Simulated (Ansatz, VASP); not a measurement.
## CaO in VASP and in Ansatz

File POSCAR:

```
CaO
1.0
    0.0000000000      2.6067317416      2.5963048146
    2.6067317416      0.0000000000      2.5963048146
    2.6067317416      2.6067317416      0.0000000000
Ca O
1 1
Direct
    0.0000000000      0.0000000000      0.0000000000
    0.2500000000      0.2500000000      0.2500000000
```

Contents of INCAR.step1:

```
SYSTEM = CaO
PREC = Accurate ; ENCUT = 520
ISMEAR = 0 ; SIGMA = 0.01
LREAL = .False. ; LASPH = .True.
NELM = 80 ; NBANDS = 15
GGA = PE ; ALGO = Normal
EDIFF = 1E-4 ; LWAVE = .True.
LCHARG = .False.
```

Contents of INCAR.step2:

```
SYSTEM = CaO
PREC = Accurate ; ENCUT = 520
EDIFF = 1E-7 ; ISMEAR = 0
SIGMA = 0.01 ; LREAL = .False.
LASPH = .True. ; NELM = 80
ALGO = Normal ; ISIF = 2
LWAVE = .False. ; LCHARG = .True.
METAGGA = R2SCAN ; LMIXTAU = .True.
LELF = .True. ; LVHAR = .True.
NBANDS = 15 ; ISTART = 1
```

Contents of KPOINTS:

```
Automatic mesh
0
Gamma
  8 8 8
  0 0 0
```

Input for Ansatz:

```yaml
crystal:
  lattice:
    - [0.0, 2.6067317416, 2.5963048146]
    - [2.6067317416, 0.0, 2.5963048146]
    - [2.6067317416, 2.6067317416, 0.0]
  atoms:
    - { symbol: Ca, position: [0.0, 0.0, 0.0] }
    - { symbol: O, position: [0.25, 0.25, 0.25] }
kpoints:
  mp_grid: { grid: [8, 8, 8] }
  band_path:
    path:
      - [0.0, 0.0, 0.0]
      - [-0.5, -0.5, 0.0]
      - [-0.375, -0.375, 0.25]
      - [-0.375, 0.0, 0.375]
      - [0.0, 0.0, 0.5]
      - [-0.5, -0.25, 0.25]
    npoints: 1
hamiltonian:
  xc: r2scan
scf:
  occupations: { method: fixed }
  n_extra_bands: 4
output:
  forces: true
  stress: true
  eigenvalues: true
```

Change from the starting cell: uniaxial_z strain -0.4%.

Alike in both runs: task single point; functional r2SCAN; k mesh 8 × 8 × 8; no spin polarisation.

|  | VASP | Ansatz |
| --- | --- | --- |
| version | VASP 6.6.1 | Ansatz 0.2.0 |
| potentials or method | VASP PAW PBE potentials, release 64 (Ca_sv, O) | plane waves, PAW |
| plane-wave cutoff (eV) | 520 | 500 |
| occupations | gaussian, width 0.01 eV | fixed |
| valence electrons in the cell | 16 | 16 |

```csv
,VASP,Ansatz,Ansatz less VASP
gap on the k mesh at the Fermi level (eV),3.74,3.77,+0.026
pressure (GPa),1.2,0.3,-0.94
```

Caveats: the PAW data sets were made with another functional, which shifts forces and pressure a little (VASP). A k mesh can miss the band edges.
